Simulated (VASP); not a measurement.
# WC (Qusongite) (P-6m2) in VASP: notebook

The runs below take WC (Qusongite) through electron localisation function, single point, relaxation of cell and atoms, with rev-vdW-DF2+U, PBE, PW91.

Program: VASP 6.6.1. These are calculated values, not measurements. Logs are shortened: lines on timing, memory, paths and dates and some standing lists are left out, and cuts for length are marked.

## (1) Starting point

The structure is hexagonal, space group P-6m2 (No. 187). Conventional cell: a = 2.907 Å, b = 2.907 Å, c = 2.837 Å, α = 90.00°, β = 90.00°, γ = 120.00°. W (site symmetry -6m2) has 6 C at 2.20 Å as nearest neighbours. Around C (site symmetry -6m2) lie 6 W at 2.20 Å.

## (2) Electron localisation function, rev-vdW-DF2+U (cell strained at random at fixed volume)

Contents of INCAR:

```
PREC = Accurate
ENCUT = 520
EDIFF = 1E-6
ISMEAR = -1
SIGMA = 0.2
LREAL = F
LASPH = T
NELM = 100
ALGO = Normal
ISIF = 2
LWAVE = F
LCHARG = T
LMAXMIX = 4
LDAU = T
LDAUTYPE = 2
LDAUL = 2 -1
LDAUU = 3 0
LDAUJ = 1 0
LDAUPRINT = 1
GGA = MK
LUSE_VDW = T
AGGAC = 0.0
PARAM1 = 0.1234
PARAM2 = 0.711357
ZAB_VDW = -1.8867
LELF = T
NBANDS = 13
```

Contents of KPOINTS:

```
regular mesh
0
Gamma
  8 8 7
```

Contents of POSCAR:

```
WC
2.9017
    0.999636764655      0.024734466003      0.010057552469
   -0.478397491126      0.859750835717     -0.011525312748
    0.009815969949     -0.007320880863      0.975053244650
W C
1 1
Direct
    0.0000000000      0.0000000000      0.0000000000
    0.6666666667      0.3333333333      0.5000000000
```

Potentials or basis: VASP PAW PBE potentials, release 64 (W_sv, C).

On the command line:

```bash
$ cat potpaw_PBE.64/W_sv/POTCAR potpaw_PBE.64/C/POTCAR > POTCAR
$ mpirun -np 1 vasp_std > vasp.out
```

OUTCAR:

```text
PREC = Accurate
   ENCUT = 520
   EDIFF = 1E-6
   ISMEAR = -1
   LREAL = F
   LASPH = T
   NELM = 100
   ISIF = 2
   GGA = MK

 ion  position               nearest neighbor table
   1  0.000  0.000  0.000-   2 2.14   2 2.19   2 2.19   2 2.21   2 2.22   2 2.23
   2  0.667  0.333  0.500-   1 2.14   1 2.19   1 2.19   1 2.21   1 2.22   1 2.23

  LATTYP: Found a triclinic cell.
 ALAT       =     2.8551437715
 B/A-ratio  =     1.0433889441
 C/A-ratio  =     0.9910306929
 COS(alpha) =     0.0027867776
 COS(beta)  =     0.0231664587
 COS(gamma) =     0.5059456778

  Lattice vectors:

 A1 = (  -1.3881660000,   2.4947390000,  -0.0334430000)
 A2 = (   1.5124800000,   2.5665110000,  -0.0042590000)
 A3 = (  -0.0284830000,   0.0212430000,  -2.8293120000)

Analysis of symmetry for initial positions (statically):
=====================================================================
 Subroutine PRICEL returns:
 Original cell was already a primitive cell.

 Routine SETGRP: Setting up the symmetry group for a
 triclinic supercell.

 Subroutine GETGRP returns: Found  1 space group operations
 (whereof  1 operations were pure point group operations)
 out of a pool of  2 trial point group operations.

The static configuration has the point symmetry C_1 .

Analysis of symmetry for dynamics (positions and initial velocities):
=====================================================================
 Subroutine PRICEL returns:
 Original cell was already a primitive cell.

 Routine SETGRP: Setting up the symmetry group for a
 triclinic supercell.

 Subroutine GETGRP returns: Found  1 space group operations
 (whereof  1 operations were pure point group operations)
 out of a pool of  2 trial point group operations.

The dynamic configuration has the point symmetry C_1 .

 Subroutine INISYM returns: Found  1 space group operations
 (whereof  1 operations are pure point group operations),
 and found     1 'primitive' translations

----------------------------------------------------------------------------------------

                                     Primitive cell

  volume of cell :      20.7525

  direct lattice vectors                    reciprocal lattice vectors
     2.900646000  0.071772000  0.029184000     0.340089198  0.189211486 -0.002003081
    -1.388166000  2.494739000 -0.033443000    -0.009815001  0.395423226  0.003067720
     0.028483000 -0.021243000  2.829312000    -0.003623993  0.002722284  0.353499738

  length of vectors
     2.901680572  2.855143771  2.829535110     0.389185895  0.395556914  0.353528795

  position of ions in fractional coordinates (direct lattice)
     0.000000000  0.000000000  0.000000000
     0.666666667  0.333333333  0.500000000

  ion indices of the primitive-cell ions
   primitive index   ion index
                 1           1
                 2           2

----------------------------------------------------------------------------------------

 KPOINTS: regular mesh

Automatic generation of k-mesh.
 Grid dimensions read from file:
 generate k-points for:    8    8    7

 Generating k-lattice:

  Cartesian coordinates                     Fractional coordinates (reciprocal lattice)
     0.042511150  0.023651436 -0.000250385     0.125000000 -0.000000000  0.000000000
    -0.001226875  0.049427903  0.000383465     0.000000000  0.125000000  0.000000000
    -0.000517713  0.000388898  0.050499963    -0.000000000  0.000000000  0.142857143

  Length of vectors
     0.048648237  0.049444614  0.050504114

  Shift w.r.t. Gamma in fractional coordinates (k-lattice)
[... 56 lines left out ...]
   IBRION =     -1    ionic relax: 0-MD 1-quasi-New 2-CG
   NFREE  =      0    steps in history (QN), initial steepest desc. (CG)
   ISIF   =      2    stress and relaxation
   ISYM   =      2    0-nonsym 1-usesym 2-fastsym
   POTIM  = 0.5000    time-step for ionic-motion
   TEBEG  =    0.0;   TEEND  =   0.0 temperature during run
   PSTRESS=    0.0 pullay stress
   NELECT =      18.0000    total number of electrons
   NUPDOWN=      -1.0000    fix difference up-down
   EMIN   =  10.00;   EMAX   =-10.00  energy-range for DOS
   EFERMI =   0.00;   METHOD = LEGACY
   ISMEAR =    -1;   SIGMA  =   0.20  broadening in eV -4-tet -1-fermi 0-gaus
   EFERMI_NEDOS =   21; number of points for ismear=-14 and -15
   IALGO  =     38    algorithm
   IMIX   =      4    mixing-type and parameters
     AMIX     =   0.40;   BMIX     =  1.00
     AMIX_MAG =   1.60;   BMIX_MAG =  1.00
  volume/ion in A,a.u.               =      10.38        70.02
  Fermi-wavevector in a.u.,A,eV,Ry     =   1.561262  2.950358 33.164743  2.437540
  Thomas-Fermi vector in A             =   2.664353
   LORBIT       =      0    0 simple, 1 ext, 2 COOP (PROOUT), +10 PAW based schemes
 LDA+U is selected, type is set to LDAUTYPE =  2
   angular momentum for each species LDAUL =     2   -1
   U (eV)           for each species LDAUU =   3.0  0.0
   J (eV)           for each species LDAUJ =   1.0  0.0
   GGA     = MK    functional components
   LHFCALC =     F    Hartree Fock is set to
   AEXX    =    0.0000 exact exchange contribution
   IVDW_NL    =     1    kernel type
   BPARAM     = 6.3000
   IVDW    =     0    specifies the selected vdW correction
   LEPSILON=     F    determine dielectric tensor
   LRPA    =     F    only Hartree local field effects (RPA)
 non-spin polarized calculation
  energy-cutoff  :      520.00
  volume of cell :       20.75
 maximum number of plane-waves:       573
 NGX is ok and might be reduce to    24
   NGX = 11   NGY = 11   NGZ = 11

 number of electron      18.0000001 magnetization

 Free energy of the ion-electron system (eV)
  ---------------------------------------------------
  ext. energy  EPLUGINS =         0.00000000
  ---------------------------------------------------
  free energy    TOTEN  =       -20.04179490 eV

  energy without entropy =      -20.01767428  energy(sigma->0) =      -20.02973459

atom =   1  type =  1  l = 2

 onsite density matrix

spin component  1

  0.3464 -0.0037  0.0083  0.0033  0.0097
 -0.0037  0.3249  0.0018 -0.0067 -0.0029
  0.0083  0.0018  0.3682 -0.0024 -0.0006
  0.0033 -0.0067 -0.0024  0.3277 -0.0045
  0.0097 -0.0029 -0.0006 -0.0045  0.3504

spin component  2

  0.3464 -0.0037  0.0083  0.0033  0.0097
 -0.0037  0.3249  0.0018 -0.0067 -0.0029
  0.0083  0.0018  0.3682 -0.0024 -0.0006
  0.0033 -0.0067 -0.0024  0.3277 -0.0045
  0.0097 -0.0029 -0.0006 -0.0045  0.3504

 occupancies and eigenvectors

  o =  0.3186  v = -0.0415  0.7408  0.0132  0.6479  0.1718  0.0000  0.0000  0.0000  0.0000  0.0000      0.0000  0.0000  0.0000  0.0000  0.0000  0.0000  0.0000  0.0000  0.0000  0.0000
  o =  0.3186  v =  0.0000  0.0000  0.0000  0.0000  0.0000 -0.0415  0.7408  0.0132  0.6479  0.1718      0.0000  0.0000  0.0000  0.0000  0.0000  0.0000  0.0000  0.0000  0.0000  0.0000
  o =  0.3293  v =  0.4666  0.5942 -0.1674 -0.5766 -0.2621  0.0000  0.0000  0.0000  0.0000  0.0000      0.0000  0.0000  0.0000  0.0000  0.0000  0.0000  0.0000  0.0000  0.0000  0.0000
  o =  0.3293  v =  0.0000  0.0000  0.0000  0.0000  0.0000  0.4666  0.5942 -0.1674 -0.5766 -0.2621      0.0000  0.0000  0.0000  0.0000  0.0000  0.0000  0.0000  0.0000  0.0000  0.0000
  o =  0.3410  v =  0.0000  0.0000  0.0000  0.0000  0.0000 -0.6315  0.2783  0.1419 -0.4961  0.5074      0.0000  0.0000  0.0000  0.0000  0.0000  0.0000  0.0000  0.0000  0.0000  0.0000
  o =  0.3410  v = -0.6315  0.2783  0.1419 -0.4961  0.5074  0.0000  0.0000  0.0000  0.0000  0.0000      0.0000  0.0000  0.0000  0.0000  0.0000  0.0000  0.0000  0.0000  0.0000  0.0000
  o =  0.3574  v =  0.0000  0.0000  0.0000  0.0000  0.0000  0.5048 -0.1436 -0.3173 -0.0063  0.7898      0.0000  0.0000  0.0000  0.0000  0.0000  0.0000  0.0000  0.0000  0.0000  0.0000
  o =  0.3574  v =  0.5048 -0.1436 -0.3173 -0.0063  0.7898  0.0000  0.0000  0.0000  0.0000  0.0000      0.0000  0.0000  0.0000  0.0000  0.0000  0.0000  0.0000  0.0000  0.0000  0.0000
  o =  0.3715  v =  0.0000  0.0000  0.0000  0.0000  0.0000 -0.3561 -0.0050 -0.9225  0.0398 -0.1436      0.0000  0.0000  0.0000  0.0000  0.0000  0.0000  0.0000  0.0000  0.0000  0.0000
  o =  0.3715  v = -0.3561 -0.0050 -0.9225  0.0398 -0.1436  0.0000  0.0000  0.0000  0.0000  0.0000      0.0000  0.0000  0.0000  0.0000  0.0000  0.0000  0.0000  0.0000  0.0000  0.0000

 number of electron      18.0000001 magnetization

 Free energy of the ion-electron system (eV)
  ---------------------------------------------------
  ext. energy  EPLUGINS =         0.00000000
  ---------------------------------------------------
  free energy    TOTEN  =       -16.75773950 eV

  energy without entropy =      -16.71866860  energy(sigma->0) =      -16.73820405

 E-fermi :  11.2734     XC(G=0): -13.8166

 val. band max:       11.2515263138   @ k =   0.0000  -0.1250   0.4286
 cond. band min:      11.2806429263   @ k =  -0.1250   0.1250   0.2857
 fundamental gap:      0.0291166125
 Fermi energy:        11.2734254163

 k-point     1 :       0.0000    0.0000    0.0000
  band No.  band energies     occupation
      1     -63.1675      2.00000
      2     -27.1252      2.00000
      3     -27.0780      2.00000
      4     -26.9764      2.00000
      5      -3.3636      2.00000
      6       6.8126      2.00000
      7       7.3889      2.00000
      8       8.2135      2.00000
      9      11.1557      1.28610
     10      14.3527      0.00000
     11      14.5161      0.00000
     12      16.4940      0.00000
     13      16.9540      0.00000
[... 354 lines left out ...]
  band No.  band energies     occupation
      1     -63.1037      2.00000
      2     -27.6928      2.00000
      3     -27.4621      2.00000
      4     -27.0051      2.00000
      5       0.6213      2.00000
      6       4.4138      2.00000
      7       6.7629      2.00000
      8       7.7305      2.00000
      9      11.5446      0.40980
     10      12.0485      0.04064
     11      13.4548      0.00004
     12      14.8569      0.00000
     13      20.0083      0.00000

 [... further k-points ...]
[... 5 lines left out ...]
  --------------------------------------------------------------------------------------
  -------------------------------------------------------------------------------------
  Total        1.2601518      0.8696671      1.3792551     -1.6829474      0.6535956     -0.8644786
  in kB       97.2890658     67.1419900    106.4843512   -129.9306860     50.4603538    -66.7414197
  external PRESSURE =      90.3051357 kB  Pullay stress =       0.0000000 kB

 VOLUME and BASIS-vectors are now :
 -----------------------------------------------------------------------------
  energy-cutoff  :      520.00
  volume of cell :       20.75
      direct lattice vectors                 reciprocal lattice vectors
     2.900646000  0.071772000  0.029184000     0.340089198  0.189211486 -0.002003081
    -1.388166000  2.494739000 -0.033443000    -0.009815001  0.395423226  0.003067720
     0.028483000 -0.021243000  2.829312000    -0.003623993  0.002722284  0.353499738

 POSITION                                       TOTAL-FORCE (eV/Angst)
 -----------------------------------------------------------------------------------
      0.00000      0.00000      0.00000         0.314932     -0.070449     -0.069742
      1.48528      0.86881      1.42296        -0.314932      0.070449      0.069742
 -----------------------------------------------------------------------------------
    total drift:                               -0.000164      0.000055      0.000006

  FREE ENERGIE OF THE ION-ELECTRON SYSTEM (eV)
  ---------------------------------------------------
  free  energy   TOTEN  =       -16.7577394989 eV

  energy  without entropy=      -16.7186685982  energy(sigma->0) =      -16.73820405

Total vdW correction in eV:      1.7692352
```

Run time: 36 s. Hardware: 1 thread of Intel Xeon Platinum 8559C (Emerald Rapids), shared host; peak memory 0.32 GiB.

What came out:

* Free energy: -16.7577 eV
* Pressure: 9.0 GPa
* Largest force: 0.330 eV/Å
* Band gap on the k mesh: none (metal or under the smearing width)

Forces in eV/Å, atoms in the order of the input:
```
W    0.315 -0.070 -0.070
C   -0.315  0.070  0.070
```

Eigenvalues of the final occupation matrices:
```tsv
site	spin	trace	eigenvalues
site 1 d	1	1.72	0.32 0.33 0.34 0.36 0.37
site 1 d	2	1.72	0.32 0.33 0.34 0.36 0.37
```

Caveat: the PAW data sets were made with another functional, which shifts forces and pressure a little; U without spin polarisation on a metal has little footing; the U is typed as a test and isn't derived for this compound. Spin-orbit coupling is left out, which matters for the levels of W.

## (3) Single point, PBE

Contents of INCAR:

```
SYSTEM = WC
PREC = Accurate
ENCUT = 520
EDIFF = 1E-6
ISMEAR = 0
SIGMA = 0.011
LREAL = .False.
LASPH = .True.
NELM = 60
ALGO = Normal
ISIF = 2
LWAVE = .False.
LCHARG = .True.
GGA = PE
LELF = .True.
LVHAR = .True.
```

Contents of KPOINTS:

```
Automatic mesh
0
Gamma
  10 10 9
  0 0 0
```

Contents of POSCAR:

```
WC
1.0
    2.9065000000      0.0000000000      0.0000000000
   -1.4532500000      2.5171028361      0.0000000000
    0.0000000000      0.0000000000      2.8366000000
W C
1 1
Direct
    0.0000000000      0.0000000000      0.0000000000
    0.6666666667      0.3333333333      0.5000000000
```

Potentials or basis: VASP PAW PBE potentials, release 64 (W_sv, C).

On the command line:

```bash
$ cat potpaw_PBE.64/W_sv/POTCAR potpaw_PBE.64/C/POTCAR > POTCAR
$ mpirun -np 1 vasp_std > vasp.out
```

Wall time 6.4 s (1 thread of Intel Xeon 6975P-C (Granite Rapids), shared host); peak memory 0.15 GiB.

Results (log left out):

```yaml
Free_energy: -22.4452 eV
Pressure: 6.7 GPa
Band_gap_on_the_k_mesh: none (metal or under the smearing width)
```

Stress tensor (GPa, compression positive):
```
6.94 0.00 0.00
0.00 6.94 0.00
0.00 0.00 6.30
```

Levels at points of the mesh, in eV from the Fermi level:
```csv
k point,band 6,band 7,band 8,band 9,band 10,band 11,band 12,band 13
"(0.00, 0.00, 0.00)",-4.33,-3.35,-3.35,0.06,3.22,3.22,5.61,5.61
"(0.50, 0.00, 0.00)",-7.05,-3.63,-3.58,-0.49,2.33,4.52,4.87,6.84
```

## (4) Relaxation of cell and atoms, PW91

Contents of INCAR:

```
ALGO = Fast
EDIFF = 1E-6
EDIFFG = -0.02
ENCUT = 600
GGA = 91
IBRION = 2
ISIF = 3
ISMEAR = -1
LASPH = T
LCHARG = F
LREAL = F
LWAVE = F
NELM = 100
NSW = 60
PREC = Accurate
SIGMA = 0.05
```

Contents of KPOINTS:

```
k-points
0
Gamma
  10 10 9
```

POSCAR is that of step 3.

On the command line:

```bash
$ cat potpaw_PBE.64/W_sv/POTCAR potpaw_PBE.64/C/POTCAR > POTCAR
$ mpirun -np 1 vasp_std > vasp.out
```

It took 30 s on 1 thread of Intel Xeon 6975P-C (Granite Rapids), shared host; peak memory 0.16 GiB.

Results (log left out):

```
Free energy                            : -22.3598 eV
Relaxed volume                         : 10.60 Å³/atom
Relaxed cell                           : a = 2.930 Å, b = 2.930 Å, c = 2.852 Å, α = 90.00°, β = 90.00°, γ = 120.00°
Space group after relaxing (to 0.05 Å) : P-6m2 (No. 187)
Energy gained by relaxing              : 6.3 meV/atom
Ionic steps                            : 7
Pressure after relaxing                : 0.2 GPa
Band gap on the k mesh                 : none (metal or under the smearing width)
```

Step by step:
```tsv
step	energy change (eV)	largest force (eV/Å)	pressure (GPa)	volume (Å³)
1	0.0000	0.0000	8.85	20.75
2	0.0744	0.0000	-20.17	22.52
3	-0.0124	0.0000	-0.19	21.22
4	-0.0124	0.0000	-0.06	21.21
5	-0.0124	0.0000	0.10	21.20
6	-0.0124	0.0000	0.19	21.21
7	-0.0125	0.0000	0.16	21.21
```

Final structure:
```
CELL_PARAMETERS angstrom
2.93029 0.00000 0.00000
-1.46514 2.53770 0.00000
0.00000 0.00000 2.85205
ATOMIC_POSITIONS crystal
W 0.00000 0.00000 0.00000
C 0.66667 0.33333 0.50000
```

Levels at points of the mesh, in eV from the Fermi level:
```csv
k point,band 5,band 6,band 7,band 8,band 9,band 10,band 11,band 12,band 13
"(0.00, 0.00, 0.00)",-14.22,-4.18,-3.26,-3.26,0.12,3.13,3.13,5.50,5.50
"(0.50, 0.00, 0.00)",-10.98,-6.88,-3.50,-3.45,-0.46,2.28,4.38,4.70,6.74
```

Caveat: the PAW data sets were made with another functional, which shifts forces and pressure a little.

## (5) Overview

```tsv
task	level	U	cell	k mesh	cutoff (eV)	smearing	LDAUTYPE	hund's J	other keys	gap on the mesh (eV)	pressure (GPa)
electron localisation function	rev-vdW-DF2+U	W d U = 3 eV, J = 1.0 eV	cell strained at random at fixed volume	8 × 8 × 7	520	fermi-dirac 0.2 eV	2	1	k = 8 × 8 × 7; ISMEAR = -1; SIGMA = 0.2; NBANDS = 13	none	9.0
single point	PBE	-	as given	10 × 10 × 9	520	gaussian 0.011 eV	-	-	-	none	6.7
relaxation of cell and atoms	PW91	-	relaxed	10 × 10 × 9	600	fermi-dirac 0.05 eV	-	-	-	none	0.2
```

Alike in all rows: potentials or basis VASP PAW PBE potentials, release 64 (W_sv, C); no spin polarisation.

Caveats: the PAW data sets were made with another functional, which shifts forces and pressure a little (some runs); U without spin polarisation on a metal has little footing (some runs); the U is typed as a test and isn't derived for this compound (some runs).

Absolute energies hang on the potentials; compare differences alone.
